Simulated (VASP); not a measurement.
A run of VASP 6.6.1:

The input INCAR:

```
  PREC = Accurate
  ENCUT = 520
  EDIFF = 1E-6
  ISMEAR = 0
  SIGMA = 0.028000000000000004
  LREAL = False
  LASPH = True
  NELM = 100
  ALGO = Normal
  ISIF = 2
  LWAVE = False
  LCHARG = False
  GGA = PE
```

File KPOINTS:

```
regular mesh
0
Gamma
  8 8 8
```

Contents of POSCAR:

```
ZnSe
1.0
    0.0000000000      2.8338000000      2.8338000000
    2.8338000000      0.0000000000      2.8338000000
    2.8338000000      2.8338000000      0.0000000000
Se Zn
1 1
Direct
    0.7500000000      0.7500000000      0.7500000000
    0.0000000000      0.0000000000      0.0000000000
```

Potentials or basis: VASP PAW PBE potentials, release 64 (Se, Zn).

The run is started by

```bash
$ cat potpaw_PBE.64/Se/POTCAR potpaw_PBE.64/Zn/POTCAR > POTCAR
$ mpirun -np 1 vasp_std > vasp.out
```

Hardware: 1 thread of Intel(R) Xeon(R) Platinum 8488C (Sapphire Rapids) (shared host).

Question: Estimate the wall time of this run.

Answer: Wall time 16 s on 1 thread of Intel(R) Xeon(R) Platinum 8488C (Sapphire Rapids), with other jobs on the host, peak memory 0.17 GiB. Counts: scf iterations 13, k points 29.
